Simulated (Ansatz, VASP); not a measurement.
# Ag: VASP beside Ansatz

```
Ag
1.0
     2.20906   -3.74395    0.00000
     2.20906    3.74395    0.00000
     0.00000    0.00000    4.42400
Ag
4
Direct
  0.15250 0.84750 0.07850
  0.65250 0.34750 0.42150
  0.84750 0.15250 0.92150
  0.34750 0.65250 0.57850
```

Alike in both runs: task relaxation of cell and atoms; functional PBEsol; k mesh 4 × 4 × 4; occupations gaussian, width 0.1 eV; no spin polarisation.

```csv
,VASP,Ansatz
version,VASP 6.6.1,Ansatz 0.2.0
potentials or method,"VASP PAW PBE potentials, release 64 (Ag)","scalar-relativistic, plane waves, PAW"
plane-wave cutoff (eV),600,420
valence electrons in the cell,44,76
```

|  | VASP | Ansatz | Ansatz less VASP |
| --- | --- | --- | --- |
| gap on the k mesh at the Fermi level, each at its own relaxed structure (eV) | none | none | - |
| relaxed volume (Å³/atom) | 18.05 | 16.66 | -1.389 |
| relaxed cell length with the largest relative difference (Å) | 5.159 | 3.326 | -1.8328 |
| energy change over the relaxation (meV/atom) | -429 | -620 | -191.3 |

A gap of «none» marks a metal or a gap that the smearing closes. One of these differences is far larger than is usual between the two programs; its cause wasn't traced. The two sets of potentials don't hold the same shells in valence.

Caveats: the k mesh is coarse (spacing up to 0.41 Å⁻¹), so the values aren't converged; the PAW data sets were made with another functional, which shifts forces and pressure a little (VASP).
